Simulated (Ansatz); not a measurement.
**TiAl3: strain energy, fitted**

TiAl3, Pm-3m, a = 3.980 Å. This isn't the usual stable structure of the compound. Ansatz: PBE, PAW, 420 eV, Γ-centred 14×14×14 mesh on 4 atoms, Gaussian smearing 0.10 eV; no spin polarisation. Series: strain along c alone, the other axes held, atoms fixed by symmetry; x is the strain in per cent. y is the free energy over the unstrained cell, V0 = 15.758 Å³/atom.

| x (%) | y (meV/atom) |
| --- | --- |
| -6.0 | ? |
| -4.0 | 15.94 |
| -2.0 | 3.85 |
| 0.0 | 0.00 |
| 2.0 | 3.41 |
| 4.0 | 13.22 |
| 6.0 | 28.61 |

Task: Fit y = c2 x² + c3 x³ to the other rows, turn c2 into a modulus, and predict the missing energy.

Result: Least squares on the rows shown. y = 0.91415 x² − 0.020123 x³. In eV per unit strain² c2 is 9.142; this is C33 with relaxed ions (E = ½ C33 V0 ε²): 2 × 9.142 × 160.2 / (15.758) = 186 GPa. The unstrained cell keeps some stress along the strain, worth a slope of -0.03 meV/atom per %, which the form leaves out. At x = -6.0 the fit asked for gives 37.26 meV/atom. The run gave 37.28 meV/atom, so the fit is 0.02 meV/atom too low, within the rms miss on the fitted rows (0.07 meV/atom).

Cost: 7 runs of about 0.92 core-minutes in all, on AMD EPYC 9B14 (Zen 4) (shared hosts).